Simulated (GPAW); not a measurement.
The Br K edge of atom 2 in AgBr (Fm-3m), with 6 Ag at 2.87 Å (octahedral, site symmetry m-3m), was computed in 2 ways: full core hole (charged cell) and no core hole. Program and functional: GPAW, PBE, Gaussian full width 2.52 eV up to 4 eV, rising linearly to 3.5 eV at 25 eV; cells of 2 and 12 atoms (the run without a hole in the smaller).

Each run is counted from its own lowest empty level or Fermi level and scaled to a mean of 1 over its first 20 eV.

```
E (eV)  run 1  run 2
  -2.0   0.00   0.00
  -1.5   0.00   0.00
  -1.0   0.01   0.01
  -0.5   0.03   0.02
   0.0   0.07   0.06
   0.5   0.16   0.14
   1.0   0.29   0.28
   1.5   0.50   0.48
   2.0   0.73   0.73
   2.5   0.96   0.98
   3.0   1.12   1.16
   3.5   1.18   1.23
   4.0   1.17   1.24
   4.5   1.16   1.26
   5.0   1.24   1.36
   5.5   1.43   1.55
   6.0   1.71   1.76
   6.5   1.99   1.90
   7.0   2.15   1.88
   7.5   2.10   1.67
   8.0   1.85   1.36
   8.5   1.50   1.05
   9.0   1.16   0.81
   9.5   0.92   0.67
  10.0   0.76   0.59
  10.5   0.66   0.54
  11.0   0.58   0.49
  11.5   0.52   0.45
  12.0   0.47   0.43
  12.5   0.45   0.43
  13.0   0.46   0.48
  13.5   0.50   0.57
  14.0   0.57   0.69
  14.5   0.66   0.84
  15.0   0.76   0.99
  15.5   0.87   1.12
  16.0   0.98   1.23
  16.5   1.09   1.29
  17.0   1.17   1.32
  17.5   1.21   1.32
  18.0   1.20   1.30
  18.5   1.12   1.26
  19.0   1.03   1.21
  19.5   0.95   1.18
  20.0   0.91   1.15
  20.5   0.93   1.14
  21.0   0.99   1.14
  21.5   1.05   1.14
  22.0   1.09   1.15
  22.5   1.10   1.17
  23.0   1.09   1.21
  23.5   1.07   1.26
  24.0   1.05   1.33
  24.5   1.07   1.41
  25.0   1.13   1.48
  25.5   1.23   1.55
  26.0   1.34   1.57
  26.5   1.44   1.56
  27.0   1.50   1.50
  27.5   1.49   1.41
  28.0   1.42   1.32
  28.5   1.32   1.24
  29.0   1.21   1.18
  29.5   1.10   1.13
  30.0   1.01   1.09
  30.5   0.94   1.05
  31.0   0.88   1.02
  31.5   0.87   1.01
  32.0   0.88   1.01
```

The database entry behind the starting cell differs from later determinations by our own check (about 0.6 % short of the room-temperature cell), so it need not match the best structure at ambient conditions.

Q: Which run is which?

Run 1: no core hole (area from −2 to 6 eV 5.4, main maxima 7.2 eV (2.16), 17.6 eV (1.22), 22.4 eV (1.10) and 27.2 eV (1.50)). Run 2: full core hole (charged cell) (area from −2 to 6 eV 5.7, main maxima 6.6 eV (1.91), 17.2 eV (1.33) and 26.0 eV (1.57)). With each curve scaled to its own mean, the area from −2 to 6 eV with the hole is 5.7 against 5.4, and the centre of weight from −1 to 20 eV moves by +0.4 eV (first and strongest maxima below 20 eV: 7.2 eV (2.16) and 17.6 eV (1.22) without the hole, 6.6 eV (1.91) and 17.2 eV (1.33) with it); the shape changes all the same, by 17 % r.m.s.

[Banner, clock and machine lines of the logs are left out without a mark of their own.]

[Logs are printed without paths, hosts, clocks, repeated set-up lines and the standing remarks that a program may print on its own settings, such as how far it seeks lower states.]

[Hosts, paths, dates, database ids (printed as entryN), source tags and the programs' standing remarks are cut or masked in the printed files.]

[Lists of maxima count a maximum above −3 eV only where it reaches 4 % of the highest in the window and stands out from its surroundings by 2 % of it (1.5 % where it reaches 55 %); shoulders and weaker maxima are passed over, and of the rest the first, up to two pre-edge ones and the few strongest are named.]
